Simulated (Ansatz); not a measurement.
CdS built on the rocksalt prototype was relaxed with r2SCAN, strained in 3 ways (changes of length per length), its atoms relaxed again with r2SCAN, and run with HSE06 in the plane-wave code Ansatz. Values at 0 K without nuclear motion; spin polarisation is off, and the phase may be a hypothetical one.

Epitaxial -1.81 % in the plane normal to [111], free normal strain +1.58 %. Input:
```yaml
crystal:
  lattice:
    - [0.0616741567, 2.7390960455, 2.7390960455]
    - [2.7390960455, 0.0616741567, 2.7390960455]
    - [2.7390960455, 2.7390960455, 0.0616741567]
  atoms:
    - { symbol: Cd, position: [0.0, 0.0, 0.0] }
    - { symbol: S, position: [0.5, 0.5, 0.5] }
kpoints:
  mp_grid: { grid: [6, 6, 6] }
  band_path:
    path:
      - [0.0, 0.0, 0.0]
      - [0.5, 0.0, 0.5]
      - [0.625, 0.25, 0.625]
      - [0.375, 0.375, 0.75]
      - [0.5, 0.5, 0.5]
      - [0.5, 0.25, 0.75]
    npoints: 1
hamiltonian:
  xc: hse06
scf:
  occupations: { method: fixed }
  n_extra_bands: 4
output:
  forces: true
  stress: true
  eigenvalues: true
```

Main results, then levels in eV from the Fermi energy at the points of the path (names of the unstrained zone, bands numbered from 0):
```
Crystal: 2 atoms, lattice volume = 39.713 Å³
Basis set: ecut = 420 eV, 773 PW (Γ)
Symmetry: 12 space group operations
Space group: R-3m (ITA 166)
k-points: 32 of 216
Free energy (F): -9161.912905 eV
Fermi energy:    9.669589 eV
--- Stress (GPa, compression-positive) ---
        1.756186      -0.880306      -0.880306
       -0.880306       1.756186      -0.880306
       -0.880306      -0.880306       1.756186
  P = ⅓ Tr σ = 1.7562 GPa (17.562 kbar)
```
```tsv
point	band_10	band_11	band_12	band_13	band_14	band_15
Γ	-1.110	-0.816	-0.816	2.000	9.941	10.437
X	-4.878	-2.622	-2.358	1.156	6.820	11.307
U	-4.221	-3.994	-1.555	3.147	7.519	9.923
K	-4.221	-3.994	-1.555	3.147	7.519	9.923
L	-5.649	0.000	0.000	4.548	7.166	7.166
W	-3.724	-3.707	-3.090	4.509	7.885	8.644
```

The HSE06 gap is indirect, 1.16 eV (L to X), below the direct gap of 2.82 eV at Γ. With the atoms held, the mean pressure is +1.8 GPa (compression positive). (The program warns that its thresholds are loose for a hybrid's stress.)

Isotropic +4.76 % on every length. These blocks change:
```yaml
crystal:
  lattice:
    - [0.0, 2.8565711077, 2.8565711077]
    - [2.8565711077, 0.0, 2.8565711077]
    - [2.8565711077, 2.8565711077, 0.0]
  atoms:
    - { symbol: Cd, position: [0.0, 0.0, 0.0] }
    - { symbol: S, position: [0.5, 0.5, 0.5] }
```

```
Crystal: 2 atoms, lattice volume = 46.619 Å³
Basis set: ecut = 420 eV, 941 PW (Γ)
Symmetry: 48 space group operations
Space group: Fm-3m (ITA 225)
k-points: 16 of 216
Free energy (F): -9161.748811 eV
Fermi energy:    7.096970 eV
--- Stress (GPa, compression-positive) ---
       -8.176383       0.000000       0.000000
        0.000000      -8.176383       0.000000
        0.000000       0.000000      -8.176383
  P = ⅓ Tr σ = -8.1764 GPa (-81.764 kbar)
```
```tsv
point	band_10	band_11	band_12	band_13	band_14	band_15
Γ	-0.502	-0.502	-0.502	1.329	10.229	10.229
X	-3.716	-1.769	-1.769	1.170	7.059	10.353
U	-3.197	-3.105	-1.153	2.934	7.488	9.382
K	-3.197	-3.105	-1.153	2.934	7.488	9.382
L	-4.562	0.000	0.000	4.468	7.006	7.006
W	-2.794	-2.794	-2.446	3.999	7.595	8.543
```

With HSE06 the valence top lies at L and the conduction bottom at X, 1.17 eV higher; the smallest vertical gap, at Γ, is 1.83 eV. At this geometry HSE06 finds -8.2 GPa, compression counted positive: its own equilibrium volume is smaller. The stress of a hybrid is loosely converged here.

Uniaxial -1.62 % along z, other directions held. These blocks change:
```yaml
crystal:
  lattice:
    - [0.0, 2.7267765442, 2.6826027642]
    - [2.7267765442, 0.0, 2.6826027642]
    - [2.7267765442, 2.7267765442, 0.0]
  atoms:
    - { symbol: Cd, position: [0.0, 0.0, 0.0] }
    - { symbol: S, position: [0.5, 0.5, 0.5] }
```

```
Crystal: 2 atoms, lattice volume = 39.892 Å³
Basis set: ecut = 420 eV, 765 PW (Γ)
Symmetry: 16 space group operations
Space group: I4/mmm (ITA 139)
k-points: 30 of 216
Free energy (F): -9161.920074 eV
Fermi energy:    9.554397 eV
--- Stress (GPa, compression-positive) ---
        0.947762       0.000000       0.000000
        0.000000       0.947762       0.000000
        0.000000       0.000000       2.383792
  P = ⅓ Tr σ = 1.4264 GPa (14.264 kbar)
```
```tsv
point	band_10	band_11	band_12	band_13	band_14	band_15
Γ	-0.934	-0.837	-0.837	2.034	10.274	10.274
X	-4.809	-2.498	-2.337	1.229	6.889	11.348
U	-4.132	-3.883	-1.578	3.160	7.659	9.905
K	-4.157	-3.847	-1.665	3.019	7.584	10.038
L	-5.430	-0.096	0.000	4.360	6.851	7.032
W	-3.680	-3.673	-3.012	4.454	7.915	8.687
```

HSE06 gives an indirect gap of 1.14 eV, from L to X (-1/2, -1/2, 0); the least direct gap is 2.87 eV at Γ. The mean pressure at these positions is +1.4 GPa, compression counted positive. The stress of a hybrid is loosely converged here.

The runs are scalar-relativistic, without spin-orbit coupling.

The meshes of the hybrids are coarse, so their gaps aren't converged to the digits shown.
